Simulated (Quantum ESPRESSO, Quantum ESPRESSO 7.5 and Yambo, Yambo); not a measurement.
# BaS (Fm-3m): G0W0 with Yambo, start to end

Wanted: ground state, empty states, screening and self-energy for BaS (Fm-3m).

Program: Quantum ESPRESSO 7.5 and Yambo 5.3.0. Level of theory: PBE and many-body steps on it, plane waves. Results are calculated unless marked as measured.

## 1. The starting structure

Symmetry: Fm-3m, No. 225, cubic system. Conventional cell: a = 6.387 Å, b = 6.387 Å, c = 6.387 Å, α = 90.00°, β = 90.00°, γ = 90.00°. Nearest to Ba lie 6 S at 3.19 Å. S has 6 Ba at 3.19 Å nearest. Farther neighbours and most contacts between anions are not listed.

The cell and positions come from the Crystallography Open Database and are kept as given unless a step says otherwise. Spin-orbit coupling is left out unless a step names it.

## 2. Ground state

This step: Quantum ESPRESSO 7.5; DFT, PBE, plane waves, norm-conserving pseudopotentials.

The ground-state density comes first.

Contents of pw.in:

```
&control
  calculation = 'scf'
  prefix = 'x'
  outdir = 'o'
  pseudo_dir = 'pseudo'
/
&system
  ibrav = 0
  nat = 2
  ntyp = 2
  ecutwfc = 40.0
  nbnd = 13
  force_symmorphic = .true.
/
&electrons
  conv_thr = 1e-10
  electron_maxstep = 80
  mixing_beta = 0.5
/
ATOMIC_SPECIES
  Ba 137.33 Ba.upf
  S 32.06 S.upf
CELL_PARAMETERS angstrom
  -0.0000000000 3.1937500000 3.1937500000
  3.1937500000 -0.0000000000 3.1937500000
  3.1937500000 3.1937500000 -0.0000000000
ATOMIC_POSITIONS crystal
  Ba 0.0000000000 0.0000000000 0.0000000000
  S 0.5000000000 0.5000000000 0.5000000000
K_POINTS automatic
  6 6 6 0 0 0
```

Launch:

```console
OMP_NUM_THREADS=1 mpirun -n 4 pw.x -nk 4 -in pw.in > pw.out
```

The program printed:

```text
Program PWSCF v.7.5 starts

     This program is part of the open-source Quantum ESPRESSO suite
     for quantum simulation of materials; please cite
         "P. Giannozzi et al., J. Phys.:Condens. Matter 21 395502 (2009);
         "P. Giannozzi et al., J. Phys.:Condens. Matter 29 465901 (2017);
         "P. Giannozzi et al., J. Chem. Phys. 152 154105 (2020);
     in publications or presentations arising from this work. More details at
     Message from routine setup:
     using ibrav=0 with symmetry is DISCOURAGED, use correct ibrav instead

     G-vector sticks info

     bravais-lattice index     =            0
     lattice parameter (alat)  =       8.5352  a.u.
     unit-cell volume          =     439.6725 (a.u.)^3
     number of atoms/cell      =            2
     number of atomic types    =            2
     number of electrons       =        16.00
     number of Kohn-Sham states=           13
     kinetic-energy cutoff     =      40.0000  Ry
     charge density cutoff     =     160.0000  Ry
     scf convergence threshold =      1.0E-10
     mixing beta               =       0.5000
     number of iterations used =            8  plain     mixing
     Exchange-correlation= PBE
                           (   1   4   3   4   0   0   0)

     celldm(1)=   8.535221  celldm(2)=   0.000000  celldm(3)=   0.000000
     celldm(4)=   0.000000  celldm(5)=   0.000000  celldm(6)=   0.000000

     crystal axes: (cart. coord. in units of alat)
               a(1) = (  -0.000000   0.707107   0.707107 )
               a(2) = (   0.707107  -0.000000   0.707107 )
               a(3) = (   0.707107   0.707107  -0.000000 )

     reciprocal axes: (cart. coord. in units 2 pi/alat)
               b(1) = ( -0.707107  0.707107  0.707107 )
               b(2) = (  0.707107 -0.707107  0.707107 )
               b(3) = (  0.707107  0.707107 -0.707107 )
     Pseudo is Norm-conserving + core correction, Zval = 10.0
     Generated using ONCVPSP code by D. R. Hamann
     Using radial grid of 1958 points,  6 beta functions with:
     Pseudo is Norm-conserving + core correction, Zval =  6.0
     Generated using ONCVPSP code by D. R. Hamann
     Using radial grid of 1146 points,  6 beta functions with:
     Ba               10.00   137.33000     Ba( 1.00)
     S                 6.00    32.06000     S ( 1.00)

     48 Sym. Ops., with inversion, found

   Cartesian axes

     site n.     atom                  positions (alat units)
         1        Ba     tau(   1) = (   0.0000000   0.0000000   0.0000000  )
         2        S      tau(   2) = (   0.7071068   0.7071068   0.7071068  )

     number of k points=    16
                       cart. coord. in units 2pi/alat
        k(    1) = (   0.0000000   0.0000000   0.0000000), wk =   0.0092593
        k(    2) = (   0.1178511   0.1178511  -0.1178511), wk =   0.0740741
        k(    3) = (   0.2357023   0.2357023  -0.2357023), wk =   0.0740741
        k(    4) = (  -0.3535534  -0.3535534   0.3535534), wk =   0.0370370
        k(    5) = (   0.2357023   0.0000000  -0.0000000), wk =   0.0555556
        k(    6) = (   0.3535534   0.1178511  -0.1178511), wk =   0.2222222
        k(    7) = (  -0.2357023  -0.4714045   0.4714045), wk =   0.2222222
        k(    8) = (  -0.1178511  -0.3535534   0.3535534), wk =   0.2222222
        k(    9) = (   0.0000000  -0.2357023   0.2357023), wk =   0.1111111
        k(   10) = (   0.4714045   0.0000000  -0.0000000), wk =   0.0555556
     [... 4 further rows ...]
        k(   15) = (  -0.1178511  -0.3535534   0.5892557), wk =   0.2222222
        k(   16) = (  -0.7071068   0.2357023   0.0000000), wk =   0.1111111

     Dense  grid:    15065 G-vectors     FFT dimensions: (  36,  36,  36)

     Initial potential from superposition of free atoms

     starting charge      15.9834, renormalised to      16.0000
     Starting wfcs are    9 randomized atomic wfcs +    4 random wfcs

     per-process dynamical memory:    15.8 Mb

     Self-consistent Calculation

     iteration #  1     ecut=    40.00 Ry     beta= 0.50

     Threshold (ethr) on eigenvalues was too large:
     Diagonalizing with lowered threshold

     total energy              =     -78.52703607 Ry
     estimated scf accuracy    <       0.13333978 Ry

     iteration #  2     ecut=    40.00 Ry     beta= 0.50

     total energy              =     -78.55938847 Ry
     estimated scf accuracy    <       0.01421972 Ry

     iteration #  3     ecut=    40.00 Ry     beta= 0.50

     total energy              =     -78.56237746 Ry
     estimated scf accuracy    <       0.00182084 Ry

     iteration #  4     ecut=    40.00 Ry     beta= 0.50

     total energy              =     -78.56249734 Ry
     estimated scf accuracy    <       0.00006757 Ry

     iteration #  5     ecut=    40.00 Ry     beta= 0.50

     total energy              =     -78.56251801 Ry
     estimated scf accuracy    <       0.00000317 Ry

     iteration #  6     ecut=    40.00 Ry     beta= 0.50

     total energy              =     -78.56251895 Ry
     estimated scf accuracy    <       0.00000010 Ry

     iteration #  7     ecut=    40.00 Ry     beta= 0.50

     total energy              =     -78.56251901 Ry
     estimated scf accuracy    <       0.00000010 Ry

     iteration #  8     ecut=    40.00 Ry     beta= 0.50

     total energy              =     -78.56251903 Ry
     estimated scf accuracy    <          2.7E-09 Ry

     iteration #  9     ecut=    40.00 Ry     beta= 0.50

     total energy              =     -78.56251903 Ry
     estimated scf accuracy    <          1.2E-09 Ry

     iteration # 10     ecut=    40.00 Ry     beta= 0.50

     End of self-consistent calculation

          k = 0.0000 0.0000 0.0000 (  1893 PWs)   bands (ev):

   -20.1604  -5.2015  -5.2015  -5.2015  -4.4385   5.8941   5.8941   5.8941
     9.5199   9.8002   9.8002   9.8002  10.7242

          k = 0.1179 0.1179-0.1179 (  1877 PWs)   bands (ev):

   -20.1493  -5.6545  -5.2111  -5.2111  -3.9635   5.2545   5.5616   5.5616
     9.8309  10.2031  10.2031  10.4902  11.4899

          k = 0.2357 0.2357-0.2357 (  1886 PWs)   bands (ev):

   -20.1270  -6.1533  -5.2301  -5.2301  -3.4164   4.3543   5.0478   5.0478
    10.3729  11.2818  11.2818  11.9451  13.2288

          k =-0.3536-0.3536 0.3536 (  1892 PWs)   bands (ev):

     [... further k-points ...]

     highest occupied, lowest unoccupied level (ev):     5.8941    8.0404

!    total energy              =     -78.56251903 Ry
     estimated scf accuracy    <          4.5E-11 Ry

     The total energy is the sum of the following terms:
     one-electron contribution =      -5.46322319 Ry
     hartree contribution      =       9.19926103 Ry
     xc contribution           =     -19.80724845 Ry
     ewald contribution        =     -62.49130842 Ry

     convergence has been achieved in  10 iterations

     XML data file, charge density, pseudopotentials, collected wavefunctions

=------------------------------------------------------------------------------=
   JOB DONE.
=------------------------------------------------------------------------------=
```

Elapsed: 4.2 s, on 4 MPI ranks of Intel Xeon Platinum 8259CL at 2.50GHz (Skylake/Cascade Lake), shared host; peak memory 0.23 GiB.

This step gave:

```yaml
total_energy: -1068.8975 eV
gap: 2.146 eV
k_of_the_valence_top: 0, 0, 0
k_of_the_conduction_bottom: 0, -0.5, -0.5
least_direct_gap: 2.272 eV
```

The gap is indirect, with the least direct gap 0.13 eV higher.

## 3. Bands along the symmetry lines

Levels along a band path, at the cheap level, show where the edges lie and whether the meshes to come will hold them.

Contents of pw.in:

```
&control
  calculation = 'bands'
  prefix = 'x'
  outdir = 'o'
  pseudo_dir = 'pseudo'
/
&system
  ibrav = 0
  nat = 2
  ntyp = 2
  ecutwfc = 40.0
  nbnd = 14
  force_symmorphic = .true.
/
&electrons
  conv_thr = 1e-9
  electron_maxstep = 80
  diago_full_acc = .true.
  diago_thr_init = 5e-6
/
ATOMIC_SPECIES
  Ba 137.33 Ba.upf
  S 32.06 S.upf
CELL_PARAMETERS angstrom
  -0.0000000000 3.1937500000 3.1937500000
  3.1937500000 -0.0000000000 3.1937500000
  3.1937500000 3.1937500000 -0.0000000000
ATOMIC_POSITIONS crystal
  Ba 0.0000000000 0.0000000000 0.0000000000
  S 0.5000000000 0.5000000000 0.5000000000
K_POINTS crystal
  50
  0.00000000 0.00000000 0.00000000 1
  0.06250000 0.00000000 0.06250000 1
  0.12500000 0.00000000 0.12500000 1
  0.18750000 0.00000000 0.18750000 1
  0.25000000 0.00000000 0.25000000 1
  0.31250000 0.00000000 0.31250000 1
  0.37500000 0.00000000 0.37500000 1
  0.43750000 0.00000000 0.43750000 1
  0.50000000 0.00000000 0.50000000 1
  0.51562500 0.03125000 0.51562500 1
  0.53125000 0.06250000 0.53125000 1
  0.54687500 0.09375000 0.54687500 1
  0.56250000 0.12500000 0.56250000 1
  0.57812500 0.15625000 0.57812500 1
  0.59375000 0.18750000 0.59375000 1
  0.60937500 0.21875000 0.60937500 1
  0.62500000 0.25000000 0.62500000 1
  0.37500000 0.37500000 0.75000000 1
  0.32812500 0.32812500 0.65625000 1
  0.28125000 0.28125000 0.56250000 1
  0.23437500 0.23437500 0.46875000 1
  0.18750000 0.18750000 0.37500000 1
  0.14062500 0.14062500 0.28125000 1
  0.09375000 0.09375000 0.18750000 1
  0.04687500 0.04687500 0.09375000 1
  0.00000000 0.00000000 0.00000000 1
  0.06250000 0.06250000 0.06250000 1
  0.12500000 0.12500000 0.12500000 1
  0.18750000 0.18750000 0.18750000 1
  0.25000000 0.25000000 0.25000000 1
  0.31250000 0.31250000 0.31250000 1
  0.37500000 0.37500000 0.37500000 1
  0.43750000 0.43750000 0.43750000 1
  0.50000000 0.50000000 0.50000000 1
  0.50000000 0.46875000 0.53125000 1
  0.50000000 0.43750000 0.56250000 1
  0.50000000 0.40625000 0.59375000 1
  0.50000000 0.37500000 0.62500000 1
  0.50000000 0.34375000 0.65625000 1
  0.50000000 0.31250000 0.68750000 1
  0.50000000 0.28125000 0.71875000 1
  0.50000000 0.25000000 0.75000000 1
  0.50000000 0.21875000 0.71875000 1
  0.50000000 0.18750000 0.68750000 1
  0.50000000 0.15625000 0.65625000 1
  0.50000000 0.12500000 0.62500000 1
  0.50000000 0.09375000 0.59375000 1
  0.50000000 0.06250000 0.56250000 1
  0.50000000 0.03125000 0.53125000 1
  0.50000000 0.00000000 0.50000000 1
```

The program printed:

```text
[banner, memory and clock lines left out]
Program PWSCF v.7.5 starts

     Atomic positions and unit cell read from directory:
     o/x.save/

     Message from routine setup:
     using ibrav=0 with symmetry is DISCOURAGED, use correct ibrav instead

     G-vector sticks info

     bravais-lattice index     =            0
     lattice parameter (alat)  =       8.5352  a.u.
     unit-cell volume          =     439.6725 (a.u.)^3
     number of atoms/cell      =            2
     number of atomic types    =            2
     number of electrons       =        16.00
     number of Kohn-Sham states=           14
     kinetic-energy cutoff     =      40.0000  Ry
     charge density cutoff     =     160.0000  Ry
     Exchange-correlation= PBE
                           (   1   4   3   4   0   0   0)

     celldm(1)=   8.535221  celldm(2)=   0.000000  celldm(3)=   0.000000
     celldm(4)=   0.000000  celldm(5)=   0.000000  celldm(6)=   0.000000

     crystal axes: (cart. coord. in units of alat)
               a(1) = (  -0.000000   0.707107   0.707107 )
               a(2) = (   0.707107  -0.000000   0.707107 )
               a(3) = (   0.707107   0.707107  -0.000000 )

     reciprocal axes: (cart. coord. in units 2 pi/alat)
               b(1) = ( -0.707107  0.707107  0.707107 )
               b(2) = (  0.707107 -0.707107  0.707107 )
               b(3) = (  0.707107  0.707107 -0.707107 )
     Pseudo is Norm-conserving + core correction, Zval = 10.0
     Generated using ONCVPSP code by D. R. Hamann
     Using radial grid of 1958 points,  6 beta functions with:
     Pseudo is Norm-conserving + core correction, Zval =  6.0
     Generated using ONCVPSP code by D. R. Hamann
     Using radial grid of 1146 points,  6 beta functions with:
     Ba               10.00   137.33000     Ba( 1.00)
     S                 6.00    32.06000     S ( 1.00)

     48 Sym. Ops., with inversion, found

   Cartesian axes

     site n.     atom                  positions (alat units)
         1        Ba     tau(   1) = (   0.0000000   0.0000000   0.0000000  )
         2        S      tau(   2) = (   0.7071068   0.7071068   0.7071068  )

     number of k points=    50
                       cart. coord. in units 2pi/alat
        k(    1) = (   0.0000000   0.0000000   0.0000000), wk =   0.0400000
        k(    2) = (   0.0000000   0.0883883   0.0000000), wk =   0.0400000
        k(    3) = (   0.0000000   0.1767767   0.0000000), wk =   0.0400000
[...]
[... 38 further rows ...]
        k(   49) = (   0.0441942   0.7071068   0.0000000), wk =   0.0400000
        k(   50) = (   0.0000000   0.7071068   0.0000000), wk =   0.0400000

     Dense  grid:    15065 G-vectors     FFT dimensions: (  36,  36,  36)

     The potential is recalculated from file :
     o/x.save/charge-density

     Starting wfcs are    9 randomized atomic wfcs +    5 random wfcs

     Band Structure Calculation

     End of band structure calculation

          k = 0.0000 0.0000 0.0000 (  1893 PWs)   bands (ev):

   -20.1603  -5.2015  -5.2015  -5.2015  -4.4386   5.8941   5.8941   5.8941
     9.5199   9.8002   9.8002   9.8002  10.7242  10.7242

          k = 0.0000 0.0884 0.0000 (  1881 PWs)   bands (ev):

   -20.1581  -5.3160  -5.2088  -5.2088  -4.3099   5.6592   5.8720   5.8720
     9.6889   9.6905   9.9390   9.9390  10.7584  11.0119

          k = 0.0000 0.1768 0.0000 (  1884 PWs)   bands (ev):

   -20.1517  -5.5206  -5.2297  -5.2297  -4.0769   5.1874   5.8202   5.8202
     9.4101   9.9807  10.3331  10.3331  10.8583  11.8555

          k =-0.0000 0.2652 0.0000 (  1876 PWs)   bands (ev):

[...]
k = 0.0000 0.4419-0.0000 (  1876 PWs)   bands (ev):

[...]
k =-0.0000 0.5303 0.0000 (  1872 PWs)   bands (ev):

[...]
k = 0.0000 0.6187-0.0000 (  1888 PWs)   bands (ev):

[...]
k = 0.4640 0.4640-0.0000 (  1876 PWs)   bands (ev):

[...]
k = 0.3315 0.3315-0.0000 (  1877 PWs)   bands (ev):

[...]
k = 0.3094 0.7071-0.0000 (  1880 PWs)   bands (ev):

[...]
k = 0.2210 0.7071-0.0000 (  1868 PWs)   bands (ev):

[...]
k = 0.1768 0.7071-0.0000 (  1872 PWs)   bands (ev):

[...]
k = 0.0442 0.7071 0.0000 (  1872 PWs)   bands (ev):

   -20.1027  -5.6817  -5.4111  -5.3952  -4.3234   5.3952   5.7246   5.7541
     8.0848  11.8949  12.0066  13.2815  13.4298  13.5451

          k = 0.0000 0.7071 0.0000 (  1868 PWs)   bands (ev):

   -20.1027  -5.6844  -5.3923  -5.3923  -4.3494   5.3961   5.7680   5.7680
     8.0404  11.8616  11.9510  13.4289  13.4289  13.5549

     XML data file, pseudopotentials, collected wavefunctions
```

The job ended after 4 s (4 MPI ranks; peak memory 0.21 GiB; 15 s of CPU time).

This step gave:

```yaml
gap: 2.146 eV
k_of_the_valence_top: 0, 0, 0
k_of_the_conduction_bottom: 0.5, 0, 0.5
least_direct_gap: 2.272 eV
```

The gap is 2.146 eV, as in the run before at this level.

Electronic bands along the path, in eV, zero at the top of the highest filled band; v1 is the highest filled band, c1 the lowest empty one:

```
    point      v4     v3     v2     v1    c1    c2    c3    c4
        Γ  -10.33   0.00   0.00   0.00  3.63  3.91  3.91  3.91
  halfway   -9.73  -1.27  -0.16  -0.16  2.83  4.73  5.32  5.76
        X  -10.24  -0.50  -0.13  -0.13  2.15  5.97  6.06  7.53
  halfway  -10.07  -0.50  -0.40  -0.27  2.48  6.33  6.36  6.88
        U   -9.74  -0.92  -0.59  -0.51  3.32  5.97  6.63  6.78
jump to K   -9.74  -0.92  -0.59  -0.51  3.32  5.97  6.63  6.78
  halfway   -9.47  -1.38  -0.86  -0.32  4.09  4.74  5.02  5.91
        Γ  -10.33   0.00   0.00   0.00  3.63  3.91  3.91  3.91
  halfway   -9.56  -1.13  -0.61  -0.61  4.12  4.78  4.78  5.41
        L   -9.10  -1.90  -1.06  -1.06  5.58  5.67  6.35  6.35
  halfway   -9.40  -1.45  -0.84  -0.76  4.70  4.89  6.69  6.91
        W   -9.70  -1.10  -0.47  -0.47  4.30  4.30  6.33  6.90
  halfway   -9.95  -0.65  -0.51  -0.29  2.79  6.13  6.18  6.91
        X  -10.24  -0.50  -0.13  -0.13  2.15  5.97  6.06  7.53
```

The electronic bands as a text plot (rows in eV, shown from -8.0 to 4.8 only):

```
    4.6 |+ +++++            +++++++++ ++   +++++      ++++++
    4.0 |++++              +    +++++++++++++              +
    3.5 |+ ++             +           ++                    +
    3.0 |    +++         +                                   +
    2.4 |       +++++ +++                                     +++
    1.9 |            +
    1.4 |
    0.8 |
    0.3 |
   -0.2 |***********************************             ********
   -0.8 |  **     ***   *************      ****** *******   **
   -1.3 |    *****         ********         ***  *    ******
   -1.9 |                                      *******
   -2.4 |
   -2.9 |
   -3.5 |
   -4.0 |
   -4.5 |
   -5.1 |
   -5.6 |
   -6.1 |
   -6.7 |
   -7.2 |
   -7.7 |
         Γ           X  U|K            Γ         L        W     X
```

[end of part 1 of 3]

[Paths, hosts, dates, memory and timing lines, banners, echoed tables and standing remarks are left out of the program output.]

[Logs are printed without paths, hosts, clocks, repeated set-up lines and the standing remarks that a program may print on its own settings, such as how far it seeks lower states.]

[Runs of the session that timed out or met a known fault of the program may be left out.]

[Hosts, paths, dates, database ids (printed as entryN), source tags and the programs' standing remarks are cut or masked in the printed files.]
